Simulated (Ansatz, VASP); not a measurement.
**One calculation of SiC, two programs**

```
Si C
1.0
     2.22198    2.22198    0.00000
    -2.22198    2.22198    0.00000
     0.00000    2.22198    2.14694
Si C
1 1
Direct
  0.00000 0.00000 0.00000
  0.75000 0.25000 0.50000
```

Change from the starting cell: film at in-plane strain +0.02.

Alike in both runs: task single point; functional PBEsol; k mesh 10 × 10 × 10; no spin polarisation.

|  | VASP | Ansatz |
| --- | --- | --- |
| version | VASP 6.6.1 | Ansatz 0.2.0 |
| potentials or method | VASP PAW PBE potentials, release 64 (Si, C), cutoff 520 eV | all-electron LAPW, scalar-relativistic |
| occupations | gaussian, width 0.01 eV | fixed |

VASP gave:

| Quantity | Value |
| --- | --- |
| gap on the k mesh at the Fermi level (eV) | 0.91 |
| pressure (GPa) | -5.0 |
| largest component of the traceless stress (GPa) | 5.35 |

What did Ansatz give for the same quantities?

gap on the k mesh at the Fermi level (eV): 0.92; pressure (GPa): -5.4; largest component of the traceless stress (GPa): 5.36.

Ansatz ran all-electron here, so the differences hold the error of VASP's frozen core and of both bases.

Caveats: the PAW data sets were made with another functional, which shifts forces and pressure a little (VASP). A k mesh can miss the band edges.
